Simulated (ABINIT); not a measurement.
# ZrC: relaxation of cell and atoms with LDA

Crystal: ZrC.

```xyz
4
Lattice="3.3915 0.0000 0.0000 -1.6957 2.9371 0.0000 0.0000 0.0000 5.2901" Properties=species:S:1:pos:R:3 pbc="T T T"
Zr    1.6957    0.9790    3.9675
Zr    0.0000    1.9581    1.3225
C     0.0000    0.0000    2.6450
C     0.0000    0.0000    0.0000
```

The cell comes from a database or a generator and needn't be the stable form of this composition.

* Program: ABINIT 10.8.3 (patched build)
* Task: relaxation of cell and atoms
* Functional: LDA
* Potentials or basis: JTH PAW LDA v2.0
* Cutoff: 517 eV
* k mesh: 9 × 9 × 5
* Occupations: fermi-dirac, width 0.05 eV
* Spin: no spin polarisation
* Cell freedom (optcell): 2
* Cutoff smearing ecutsm (Ha): 0.5
* Optimiser (ionmov): 22
* Force stop (Ha/bohr): 0.0005
* Fine-grid cutoff: 1034.03 eV

```yaml
Relaxed_volume: 12.49 Å³/atom
Relaxed_cell: a = 3.317 Å, b = 3.317 Å, c = 5.243 Å, α = 90.00°, β = 90.00°, γ = 120.00°
Space_group_after_relaxing_to_0.05_Å: P6_3/mmc (No. 194)
Energy_gained_by_relaxing: 27.3 meV/atom
Ionic_steps: 6
Pressure_after_relaxing: 0.0 GPa
Band_gap_on_the_k_mesh: none (metal or under the smearing width)
Valence_electrons_inside_the_program's_atomic_spheres: Zr 9.12; C 2.40
```

The path:
```tsv
step	energy change (eV)	largest force (eV/Å)	pressure (GPa)	volume (Å³)
1	0.0000	0.0000	-11.80	52.69
2	-0.0956	0.0000	-4.14	50.82
3	-0.1080	0.0000	0.34	49.86
4	-0.1083	0.0000	0.10	49.91
5	-0.1090	0.0000	-0.18	49.97
6	-0.1090	0.0000	-0.02	49.94
```

Final structure:
```yaml
crystal:
  lattice:
    - [3.31663, 0.00000, 0.00000]
    - [-1.65831, 2.87228, 0.00000]
    - [0.00000, 0.00000, 5.24253]
  atoms:
    - { symbol: Zr, position: [0.66667, 0.33333, 0.75000] }
    - { symbol: Zr, position: [0.33333, 0.66667, 0.25000] }
    - { symbol: C, position: [0.00000, 0.00000, 0.50000] }
    - { symbol: C, position: [0.00000, 0.00000, 0.00000] }
```

Levels at points of the mesh, in eV from the Fermi level:
| k point | band 12 | band 13 | band 14 | band 15 | band 16 | band 17 | band 18 | band 19 | band 20 |
| --- | --- | --- | --- | --- | --- | --- | --- | --- | --- |
| (0.00, 0.00, 0.00) | -2.83 | -2.83 | -1.08 | -1.08 | 0.91 | 1.30 | 1.30 | 1.82 | 1.82 |

It took 2.2 min on 1 thread of Intel(R) Xeon(R) 6975P-C (Granite Rapids), with other jobs on the host, peak memory 0.14 GiB.
